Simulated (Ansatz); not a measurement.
# BN: the cost of one run

Program: Ansatz 0.2.0. Level of theory: DFT PBE, scalar-relativistic, plane waves, PAW. These are calculated values, not measurements.

## Step 1: The structure to begin with

It takes space group Fmm2 (No. 42, orthorhombic). Conventional cell: a = 2.512 Å, b = 8.457 Å, c = 4.351 Å, α = 90.00°, β = 90.00°, γ = 90.00°. B (site symmetry mm2) has 3 N at 1.45 Å as nearest neighbours. N (site symmetry mm2) is surrounded by 3 B at 1.45 Å.

Structure file:

```cif
data_structure
_symmetry_space_group_name_H-M 'P 1'
_symmetry_Int_Tables_number 1
_cell_length_a 4.7551
_cell_length_b 2.5121
_cell_length_c 4.4109
_cell_angle_alpha 81.813
_cell_angle_beta 31.527
_cell_angle_gamma 66.659
_cell_volume 23.11
loop_
_atom_site_label
_atom_site_type_symbol
_atom_site_fract_x
_atom_site_fract_y
_atom_site_fract_z
_atom_site_occupancy
B1 B 0.00002 0.00002 0.99998 1
N1 N 0.66668 0.66668 0.33332 1
```

The cell was relaxed beforehand at this level, from a generated guess; it is a trial structure. At a tolerance of 0.02 Å it has space group Fmm2 (No. 42); it has 11.55 Å³/atom, an uncorrected energy of -1.25 eV/atom over the elements.

## Step 2: Static run: bands, density of states and charges

input.yaml reads:

```yaml
crystal:
  lattice:
    - [0.0, 4.2282554076, 2.1754498102]
    - [1.2561234146, 0.0, 2.1754498102]
    - [1.2561234146, 4.2282554076, 0.0]
  atoms:
    - { symbol: B, position: [2.43737e-05, 2.43737e-05, 0.9999756263] }
    - { symbol: "N", position: [0.6666756263, 0.6666756263, 0.3333243737] }
basis:
  ecutwfc: 420
kpoints:
  mp_grid: { grid: [10, 10, 10] }
  band_path:
    path:
      - [[0.0, 0.0, 0.0], [0.5, 0.0, 0.5], [1.0, 0.5, 0.5], [0.5, 0.5, 0.0], [0.0, 0.0, 0.0], [0.0, 0.35541407, 0.35541407]]
      - [[1.0, 0.64458593, 0.64458593], [1.0, 0.5, 0.5]]
      - [[0.5, 0.0, 0.5], [0.5, 0.31128627, 0.81128627]]
      - [[0.5, 0.68871373, 0.18871373], [0.5, 0.5, 0.0]]
    npoints: 14
hamiltonian:
  xc: pbe
scf:
  occupations: { method: gaussian, width: 0.02 }
  n_extra_bands: 6
output:
  forces: true
  stress: true
  eigenvalues: true
  populations: true
  dos: { projected: true, de: 0.02, nscf_kmesh: { grid: [15, 15, 15] } }
  bader: true
  write_density: true
  write_potential: true
  elf: true
  volumetric_format: npy
```

Run with:

```
$ ansatz run input.yaml --threads 1 --pin off --max-ram 2560MiB --backend cpu --events-out ev --progress --plain --runs-dir out
```

**Question.** How long does this run take on 1 thread of Arm Neoverse V2, shared host, and how much memory does it need?

About 32 s, with a peak of 0.32 GiB.
